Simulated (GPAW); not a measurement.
Crystal: BaTiO3 (Barioperovskite).

```
Ba Ti O
1.0
     3.98550    0.00000    0.00000
     0.00000    2.83690    2.84515
     0.00000   -2.83690    2.84515
Ba Ti O
1 1 3
Cartesian
  0.0000 0.0000 0.0000
  1.9928 0.0000 2.9157
  1.9928 1.3804 4.2594
  1.9928 -1.3804 4.2594
  0.0000 0.0000 2.7735
```

Base run:

```yaml
Program: GPAW 26.7.0
Functional: PBEsol
Potentials_or_basis: PAW data sets generated in the run's folder for this functional
Cutoff: 800 eV
Basis: pw
k_mesh: 7 × 7 × 7
Occupations: fermi-dirac, width 0.05 eV
Spin: no spin polarisation
```

Its results: band gap on the k mesh 1.91 eV, indirect (least direct gap 2.04 eV); pressure -2.5 GPa; largest force 0.255 eV/Å.

Task: The run is repeated on the same cell with these changes: k mesh from 7 × 7 × 7 to 5 × 5 × 5. What comes out?

Result: Band gap on the k mesh 1.97 eV, indirect (least direct gap 2.03 eV); pressure -2.5 GPa; largest force 0.261 eV/Å.

Caveats: spin-orbit coupling is left out, which moves the levels of the heavy elements; an odd mesh through Γ misses points on the zone boundary, where band edges often lie (some runs); the mesh misses the band edges, which the band path finds closer together (some runs).

Not every run made on this cell is shown here.
